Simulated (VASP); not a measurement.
```cif
data_Te4Zn4
_chemical_formula_sum 'Zn4 Te4'
_space_group_name_H-M_alt 'F-43m'
_space_group_IT_number 216
_space_group_name_Hall 'F -4 2 3'
_cell_length_a 6.09017
_cell_length_b 6.09017
_cell_length_c 6.09017
_cell_angle_alpha 90.000
_cell_angle_beta 90.000
_cell_angle_gamma 90.000
loop_
_atom_site_label
_atom_site_type_symbol
_atom_site_symmetry_multiplicity
_atom_site_Wyckoff_symbol
_atom_site_fract_x
_atom_site_fract_y
_atom_site_fract_z
_atom_site_occupancy
Zn1 Zn 4 a 0.00000 0.00000 0.00000 1
Te1 Te 4 d 0.75000 0.75000 0.75000 1
```
(The calculation used a cell of 2 atoms; values per cell refer to that cell.)

Computed with PBE GGA with D4 dispersion, VASP's PBE PAW potentials (set 64) (plane waves; VASP). Run with 520 eV cut-off, 8×8×8 Γ-centred mesh, Gaussian smearing of 0.050 eV, potentials Zn Te.

Problem. Give the energy at these volumes per atom, relative to the lowest: 26.53, 27.38, 28.23, 29.07, 29.92 Å³.

Solution. 17.8, 4.2, 0.0, 3.6, 13.9 meV/atom. A third-order Birch-Murnaghan fit gives B0 = 49.4 GPa and B0′ = 4.7.

Measured: bulk modulus 51.0 GPa (computed value off by -3.1 %), as given by Determination of phase transition pressures of ZnTe under quasihydrostatic conditions, doi 10.1007/BF00998350 (1994); a 6.104 Å (computed value off by -0.2 %), as given by Martin Albrecht et al., Physical review. B, Condensed matter (1997), arXiv:cond-mat/9706128. The calculation is for a static lattice, while the measured bulk modulus, a hold thermal and zero-point effects, which are part of the difference.

The compound is ZnTe in the zinc blende structure. It was relaxed first.
